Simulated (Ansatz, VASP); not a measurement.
BAs in VASP and in Ansatz

```
As B
1.0
     0.00000    2.38850    2.38850
     2.38850    0.00000    2.38850
     2.38850    2.38850    0.00000
As B
1 1
Direct
  0.75000 0.75000 0.75000
  0.00000 0.00000 0.00000
```

Alike in both runs: task single point; functional PBE; k mesh 6 × 6 × 6; occupations fermi-dirac, width 0.02 eV; no spin polarisation.

|  | VASP | Ansatz |
| --- | --- | --- |
| version | VASP 6.6.1 | Ansatz 0.2.0 |
| potentials or method | VASP PAW PBE potentials, release 64 (As, B), cutoff 520 eV | all-electron LAPW, scalar-relativistic |

Ansatz gave:

- gap on the k mesh at the Fermi level (eV): 1.28
- least direct gap on the mesh (eV): 3.28
- pressure (GPa): 2.8

Estimate VASP's values.

gap on the k mesh at the Fermi level (eV): 1.27; least direct gap on the mesh (eV): 3.27; pressure (GPa): 3.5.

Ansatz ran all-electron here, so the differences hold the error of VASP's frozen core and of both bases.

A k mesh can miss the band edges. Expect the measured gap to be larger: semilocal functionals such as PBE lack the derivative discontinuity.
